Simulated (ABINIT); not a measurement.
# Pd (Fm-3m) in ABINIT: settings compared

One crystal, Pd, is run at these levels: PBE, PBE+D2; tasks: equation of state.

Everything below comes from runs of ABINIT 10.8.3 (patched build). Logs are shortened: lines on timing, memory, paths and dates and some standing lists are left out, and cuts for length are marked. The log counts tension as positive stress, the text compression.

**1. Starting point**

It takes space group Fm-3m (No. 225, cubic). The conventional cell has a = 3.893 Å, b = 3.893 Å, c = 3.893 Å, α = 90.00°, β = 90.00°, γ = 90.00°. Pd (site symmetry m-3m) has 12 Pd at 2.75 Å as nearest neighbours.

**2. Equation of state, PBE**

The input, run.abi:

```
ndtset 7
getwfk -1
scalecart1 3*0.9795861087
scalecart2 3*0.9864848297
scalecart3 3*0.9932883884
scalecart4 3*1.0000000000
scalecart5 3*1.0066227096
scalecart6 3*1.0131594038
scalecart7 3*1.0196128224

pp_dirpath "./"
pseudos "Pd.GGA_PBE-JTH.xml"

acell 3*1.0
rprim
     0.0000000000     3.6783519016     3.6783519016
     3.6783519016     0.0000000000     3.6783519016
     3.6783519016     3.6783519016     0.0000000000
ntypat 1
znucl 46
natom 1
typat 1
xred
     0.0000000000     0.0000000000     0.0000000000

ecut 489.804952 eV
pawecutdg 36.0

kptopt 1
ngkpt 12 12 12
nshiftk 1
shiftk 0.0 0.0 0.0

ixc 11

nband 13
occopt 3
tsmear 0.00183747

nstep 100
tolvrs 1.0e-9

iomode 3
prtwf 1
prtden 0
prteig 0
prtebands 0
enunit 2
```

Potentials or basis: JTH PAW PBE v2.0.

Started as:

```
> abinit run.abi > log 2>&1
```

run.abo:

```text
.Version 10.8.3 of ABINIT
 DATASET    1 : space group Fm -3 m (#225); Bravais cF (face-center cubic)
================================================================================
 Values of the parameters that define the memory need for DATASET  1.
     intxc =       0    ionmov =       0      iscf =      17    lmnmax =      18
     lnmax =       6     mgfft =      20  mpssoang =       3    mqgrid =    3001
     natom =       1  nloc_mem =       2    nspden =       1   nspinor =       1
    nsppol =       1      nsym =      48    n1xccc =       1    ntypat =       1
    occopt =       3   xclevel =       2
       mpw =         360          nfft =        8000          nkpt =          72
 PAW method is used; the additional fine FFT grid is defined by:
   mgfftf=        30    nfftf =     27000
================================================================================
================================================================================
[... 71 lines left out ...]
 DATASET    7 : space group Fm -3 m (#225); Bravais cF (face-center cubic)
================================================================================
 Values of the parameters that define the memory need for DATASET  7.
     intxc =       0    ionmov =       0      iscf =      17    lmnmax =      18
     lnmax =       6     mgfft =      24  mpssoang =       3    mqgrid =    3001
     natom =       1  nloc_mem =       2    nspden =       1   nspinor =       1
    nsppol =       1      nsym =      48    n1xccc =       1    ntypat =       1
    occopt =       3   xclevel =       2
       mpw =         397          nfft =       13824          nkpt =          72
 PAW method is used; the additional fine FFT grid is defined by:
   mgfftf=        30    nfftf =     27000
================================================================================
================================================================================

--------------------------------------------------------------------------------
------------- Echo of variables that govern the present computation ------------
--------------------------------------------------------------------------------
 -outvars: echo values of preprocessed input variables --------
            acell      1.0000000000E+00  1.0000000000E+00  1.0000000000E+00 Bohr
              amu      1.06420000E+02
             ecut      1.80000000E+01 Hartree
           enunit           2
           getwfk          -1
                       outvar_i_n : Printing only first  50 k-points.
              ixc          11
           jdtset        1    2    3    4    5    6    7
                       outvar_i_n : Printing only first  50 k-points.
         kptrlatt       12    0    0      0   12    0      0    0   12
          kptrlen1     6.11493911E+01
          kptrlen2     6.15800348E+01
          kptrlen3     6.20047381E+01
          kptrlen4     6.24237018E+01
          kptrlen5     6.28371158E+01
          kptrlen6     6.32451605E+01
          kptrlen7     6.36480067E+01
            natom           1
            nband          13
           ndtset           7
            ngfft1         20      20      20
            ngfft2         20      20      20
            ngfft3         20      20      20
            ngfft4         20      20      20
            ngfft5         24      24      24
            ngfft6         24      24      24
            ngfft7         24      24      24
          ngfftdg          30      30      30
             nkpt          72
            nstep         100
             nsym          48
           ntypat           1
                       prtocc : prtvol=0, do not print more k-points.
           occopt           3
        pawecutdg      3.60000000E+01 Hartree
         pawxcdev           0
           prtden           0
        prtebands           0
           prteig           0
            rprim1     0.0000000000E+00  3.6032624257E+00  3.6032624257E+00
                       3.6032624257E+00  0.0000000000E+00  3.6032624257E+00
                       3.6032624257E+00  3.6032624257E+00  0.0000000000E+00
            rprim2     0.0000000000E+00  3.6286383492E+00  3.6286383492E+00
                       3.6286383492E+00  0.0000000000E+00  3.6286383492E+00
                       3.6286383492E+00  3.6286383492E+00  0.0000000000E+00
            rprim3     0.0000000000E+00  3.6536642323E+00  3.6536642323E+00
                       3.6536642323E+00  0.0000000000E+00  3.6536642323E+00
                       3.6536642323E+00  3.6536642323E+00  0.0000000000E+00
            rprim4     0.0000000000E+00  3.6783519016E+00  3.6783519016E+00
                       3.6783519016E+00  0.0000000000E+00  3.6783519016E+00
                       3.6783519016E+00  3.6783519016E+00  0.0000000000E+00
            rprim5     0.0000000000E+00  3.7027125581E+00  3.7027125581E+00
                       3.7027125581E+00  0.0000000000E+00  3.7027125581E+00
                       3.7027125581E+00  3.7027125581E+00  0.0000000000E+00
            rprim6     0.0000000000E+00  3.7267568196E+00  3.7267568196E+00
                       3.7267568196E+00  0.0000000000E+00  3.7267568196E+00
                       3.7267568196E+00  3.7267568196E+00  0.0000000000E+00
            rprim7     0.0000000000E+00  3.7504947642E+00  3.7504947642E+00
                       3.7504947642E+00  0.0000000000E+00  3.7504947642E+00
                       3.7504947642E+00  3.7504947642E+00  0.0000000000E+00
          spgroup         225
           tolvrs      1.00000000E-09
           tsmear      1.83747000E-03 Hartree
            typat      1
           useylm           1
                       outvars : Printing only first  50 k-points.
            znucl       46.00000

================================================================================

 chkinp: Checking input parameters for consistency, jdtset=   1.

 chkinp: Checking input parameters for consistency, jdtset=   2.
[... 40 lines left out ...]
 getcut: wavevector=  0.0000  0.0000  0.0000  ngfft=  30  30  30
         ecut(hartree)=     36.000   => boxcut(ratio)=   2.18211

--- Pseudopotential description ------------------------------------------------
- pspini: atom type   1  psp file is ./Pd.GGA_PBE-JTH.xml
 Pseudopotential format is: paw10
 basis_size (lnmax)=  6 (lmn_size= 18), orbitals=   0   0   1   1   2   2
 Spheres core radius: rc_sph= 2.51164926
 Shapefunction is SIN type: shapef(r)=[sin(pi*r/rshp)/(pi*r/rshp)]**2
 Radius for shape functions =  2.51164926
 Compensation charge density is not taken into account in XC energy/potential

   8.19652814E+02                                ecore*ucvol(ha*bohr**3)
--------------------------------------------------------------------------------

================================================================================

--- !BeginCycle
iteration_state: {dtset: 1, }
solver: {iscf: 17, nstep: 100, nline: 4, wfoptalg: 10, }
tolerances: {tolvrs: 1.00E-09, }
...
[... 781 lines left out ...]
 getcut: wavevector=  0.0000  0.0000  0.0000  ngfft=  24  24  24
         ecut(hartree)=     18.000   => boxcut(ratio)=   2.39980

 getcut : COMMENT -
  Note that boxcut > 2.2 ; recall that boxcut=Gcut(box)/Gcut(sphere) = 2
  is sufficient for exact treatment of convolution.
  Such a large boxcut is a waste : you could raise ecut
  e.g. ecut=   25.915658 Hartrees makes boxcut=2

 Fine grid specifications (used for densities):

 getcut: wavevector=  0.0000  0.0000  0.0000  ngfft=  30  30  30
         ecut(hartree)=     36.000   => boxcut(ratio)=   2.12350
--------------------------------------------------------------------------------
[... 184 lines left out ...]
 getcut: wavevector=  0.0000  0.0000  0.0000  ngfft=  24  24  24
         ecut(hartree)=     18.000   => boxcut(ratio)=   2.38432

 getcut : COMMENT -
  Note that boxcut > 2.2 ; recall that boxcut=Gcut(box)/Gcut(sphere) = 2
  is sufficient for exact treatment of convolution.
  Such a large boxcut is a waste : you could raise ecut
  e.g. ecut=   25.582332 Hartrees makes boxcut=2

 Fine grid specifications (used for densities):

 getcut: wavevector=  0.0000  0.0000  0.0000  ngfft=  30  30  30
         ecut(hartree)=     36.000   => boxcut(ratio)=   2.10980
--------------------------------------------------------------------------------
[... 186 lines left out ...]
 getcut: wavevector=  0.0000  0.0000  0.0000  ngfft=  24  24  24
         ecut(hartree)=     18.000   => boxcut(ratio)=   2.36922

 getcut : COMMENT -
  Note that boxcut > 2.2 ; recall that boxcut=Gcut(box)/Gcut(sphere) = 2
  is sufficient for exact treatment of convolution.
  Such a large boxcut is a waste : you could raise ecut
  e.g. ecut=   25.259522 Hartrees makes boxcut=2

 Fine grid specifications (used for densities):

 getcut: wavevector=  0.0000  0.0000  0.0000  ngfft=  30  30  30
         ecut(hartree)=     36.000   => boxcut(ratio)=   2.09644
--------------------------------------------------------------------------------
[... 157 lines left out ...]
-Cartesian components of stress tensor (GPa)         [Pressure= -5.2085E+00 GPa]
- sigma(1 1)=  5.20852843E+00  sigma(3 2)=  0.00000000E+00
- sigma(2 2)=  5.20852843E+00  sigma(3 1)=  0.00000000E+00
- sigma(3 3)=  5.20852843E+00  sigma(2 1)=  0.00000000E+00

== END DATASET(S) ==============================================================
================================================================================

 -outvars: echo values of variables after computation  --------
            acell      1.0000000000E+00  1.0000000000E+00  1.0000000000E+00 Bohr
           etotal1    -1.2881647911E+02
           etotal2    -1.2881772975E+02
           etotal3    -1.2881863900E+02
           etotal4    -1.2881923216E+02
           etotal5    -1.2881955217E+02
           etotal6    -1.2881963809E+02
           etotal7    -1.2881949670E+02
            fcart1    -0.0000000000E+00 -0.0000000000E+00 -0.0000000000E+00
            fcart2    -0.0000000000E+00 -0.0000000000E+00 -0.0000000000E+00
            fcart3    -0.0000000000E+00 -0.0000000000E+00 -0.0000000000E+00
            fcart4    -0.0000000000E+00 -0.0000000000E+00 -0.0000000000E+00
            fcart5    -0.0000000000E+00 -0.0000000000E+00 -0.0000000000E+00
            fcart6    -0.0000000000E+00 -0.0000000000E+00 -0.0000000000E+00
            fcart7    -0.0000000000E+00 -0.0000000000E+00 -0.0000000000E+00
            rprim1     0.0000000000E+00  3.6032624257E+00  3.6032624257E+00
                       3.6032624257E+00  0.0000000000E+00  3.6032624257E+00
                       3.6032624257E+00  3.6032624257E+00  0.0000000000E+00
[... 17 lines left out ...]
                       3.7504947642E+00  3.7504947642E+00  0.0000000000E+00
           strten1    -6.6942611169E-04 -6.6942611169E-04 -6.6942611169E-04
                       0.0000000000E+00  0.0000000000E+00  0.0000000000E+00
           strten2    -4.8160164103E-04 -4.8160164103E-04 -4.8160164103E-04
                       0.0000000000E+00  0.0000000000E+00  0.0000000000E+00
           strten3    -3.1615650948E-04 -3.1615650948E-04 -3.1615650948E-04
                       0.0000000000E+00  0.0000000000E+00  0.0000000000E+00
           strten4    -1.7381080286E-04 -1.7381080286E-04 -1.7381080286E-04
                       0.0000000000E+00  0.0000000000E+00  0.0000000000E+00
           strten5    -4.2269576783E-05 -4.2269576783E-05 -4.2269576783E-05
                       0.0000000000E+00  0.0000000000E+00  0.0000000000E+00
           strten6     7.2797171235E-05  7.2797171235E-05  7.2797171235E-05
                       0.0000000000E+00  0.0000000000E+00  0.0000000000E+00
           strten7     1.7703428290E-04  1.7703428290E-04  1.7703428290E-04
                       0.0000000000E+00  0.0000000000E+00  0.0000000000E+00
 Calculation completed.
```

Wall time 85 s (1 thread of Intel Xeon 6975P-C (Granite Rapids), shared host); peak memory 0.14 GiB.

Results:

- Equilibrium volume: 15.30 Å³/atom
- Bulk modulus: 168 GPa
- Pressure derivative of the bulk modulus: 5.1

Energy against volume, from the lowest point:
```
volume (Å³/atom)  energy (meV/atom)
          13.865              85.96
          14.160              51.93
          14.455              27.19
          14.750              11.05
          15.045               2.34
          15.340               0.00
          15.635               3.85
```

Caveat: the cutoff is too short for stress, so the log's stress isn't used; pressures at fixed basis lie under the slope of the energies. PBE usually gives volumes a little too large and moduli too small.

**3. Equation of state, PBE+D2**

Changes to run.abi since step 2:

```diff
@@ -1 +1,2 @@
+# Datasets: one volume each
 ndtset 7
@@ -10,2 +11,3 @@
 
+# Pseudopotentials
 pp_dirpath "./"
@@ -13,2 +15,3 @@
 
+# Structure
 acell 3*1.0
@@ -25,5 +28,7 @@
 
-ecut 489.804952 eV
-pawecutdg 36.0
+# Plane-wave basis
+ecut 23.0
+pawecutdg 45.0
 
+# k points
 kptopt 1
@@ -33,8 +38,12 @@
 
+# Exchange and correlation
 ixc 11
+vdw_xc 5
 
+# Bands and occupations
 nband 13
 occopt 3
-tsmear 0.00183747
+tsmear 0.05 eV
 
+# SCF cycle
 nstep 100
@@ -42,2 +51,3 @@
 
+# Output
 iomode 3
@@ -47,2 +57,2 @@
 prtebands 0
-enunit 2
+enunit 1
```

Potentials or basis: JTH PAW PBE v2.0.

Started as:

```
> abinit run.abi > log 2>&1
```

run.abo:

```text
.Version 10.8.3 of ABINIT
 DATASET    1 : space group Fm -3 m (#225); Bravais cF (face-center cubic)
================================================================================
 Values of the parameters that define the memory need for DATASET  1.
     intxc =       0    ionmov =       0      iscf =      17    lmnmax =      18
     lnmax =       6     mgfft =      24  mpssoang =       3    mqgrid =    3001
     natom =       1  nloc_mem =       2    nspden =       1   nspinor =       1
    nsppol =       1      nsym =      48    n1xccc =       1    ntypat =       1
    occopt =       3   xclevel =       2
       mpw =         516          nfft =       13824          nkpt =          72
 PAW method is used; the additional fine FFT grid is defined by:
   mgfftf=        32    nfftf =     32768
================================================================================
================================================================================
[... 71 lines left out ...]
 DATASET    7 : space group Fm -3 m (#225); Bravais cF (face-center cubic)
[... 1453 lines left out ...]
            fcart6    -0.0000000000E+00 -0.0000000000E+00 -0.0000000000E+00
            fcart7    -0.0000000000E+00 -0.0000000000E+00 -0.0000000000E+00
            rprim1     0.0000000000E+00  3.6032624257E+00  3.6032624257E+00
                       3.6032624257E+00  0.0000000000E+00  3.6032624257E+00
                       3.6032624257E+00  3.6032624257E+00  0.0000000000E+00
[... 17 lines left out ...]
                       3.7504947642E+00  3.7504947642E+00  0.0000000000E+00
           strten1    -3.7810672079E-04 -3.7810672079E-04 -3.7810672079E-04
                       0.0000000000E+00  0.0000000000E+00  0.0000000000E+00
           strten2    -2.1824365143E-04 -2.1824365143E-04 -2.1824365143E-04
                       0.0000000000E+00  0.0000000000E+00  0.0000000000E+00
           strten3    -8.3438825501E-05 -8.3438825501E-05 -8.3438825501E-05
                       0.0000000000E+00  0.0000000000E+00  0.0000000000E+00
           strten4     2.7935458691E-05  2.7935458691E-05  2.7935458691E-05
                       0.0000000000E+00  0.0000000000E+00  0.0000000000E+00
           strten5     1.3127883420E-04  1.3127883420E-04  1.3127883420E-04
                       0.0000000000E+00  0.0000000000E+00  0.0000000000E+00
           strten6     2.1875814536E-04  2.1875814536E-04  2.1875814536E-04
                       0.0000000000E+00  0.0000000000E+00  0.0000000000E+00
           strten7     2.9911485311E-04  2.9911485311E-04  2.9911485311E-04
                       0.0000000000E+00  0.0000000000E+00  0.0000000000E+00
 Calculation completed.
```

Run time: 2 min. Hardware: 1 thread of Intel Xeon 6975P-C (Granite Rapids), shared host; peak memory 0.15 GiB.

What came out:

```yaml
Equilibrium_volume: 14.68 Å³/atom
Bulk_modulus: 166 GPa
Pressure_derivative_of_the_bulk_modulus: "5.1 (rough: it moves with the points fitted)"
```

Energy against volume, from the lowest point:
```
volume (Å³/atom)  energy (meV/atom)
          13.865              26.15
          14.160               9.90
          14.455               1.65
          14.750               0.00
          15.045               4.19
          15.340              13.56
          15.635              27.95
```

Caveat: pressures at fixed basis lie under the slope of the energies.
